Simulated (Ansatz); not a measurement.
**TiAl under changes of volume**

One of the cells (16.653 Å³/atom); the others are scaled copies at fixed shape and fractional positions:

```
Ti Al
1.0
     2.86726    0.00000    0.00000
    -1.43363    2.48312    0.00000
     0.00000    0.00000    4.67808
Ti Al
1 1
Direct
  0.00000 0.00000 0.00000
  0.33333 0.66667 0.50000
```

The cell comes from a database or a generator and needn't be the stable form of this composition.

```yaml
Program: Ansatz 0.2.0
Functional: PBE0
Potentials_or_basis: Ansatz PAW
Cutoff: "420 eV (not typed: the program's choice for these potentials)"
k_mesh: 6 × 6 × 4
Occupations: fermi-dirac, width 0.05 eV
Spin: no spin polarisation
```

| volume (Å³/atom) | energy over the lowest point (meV/atom) | pressure (GPa) |
| --- | --- | --- |
| 15.654 | 13.87 | 6.2 |
| 15.987 | 4.05 | 3.3 |
| 16.320 | 0.00 | 0.7 |
| 16.653 | 1.22 | -1.7 |
| 16.986 | ? | ? |
| 17.320 | 15.36 | -5.6 |
| 17.653 | 28.80 | -7.4 |

Question: What does the run at 16.986 Å³/atom give?

Answer: Energy over the lowest point 7.22 meV/atom; pressure -3.9 GPa.

Worked out: A Birch-Murnaghan fit of order 3 (a polynomial in V^(-2/3)) to the other rows has its minimum at 16.43 Å³/atom with B0 = V·E''(V) = 114 GPa and B' = 3.9 at fixed shape and positions, which overstates the stiffness. It gives 6.22 meV/atom at 16.986 Å³/atom, against the run's 7.22, and -dE/dV = -3.6 GPa, against -3.9.

Energies are extrapolated to zero smearing.

Caveats: all runs use coarse meshes; the PAW data sets come from PBE, with cores solved anew for the run's functional, which leaves a small shift of forces and pressure; the thresholds are loose for stress.
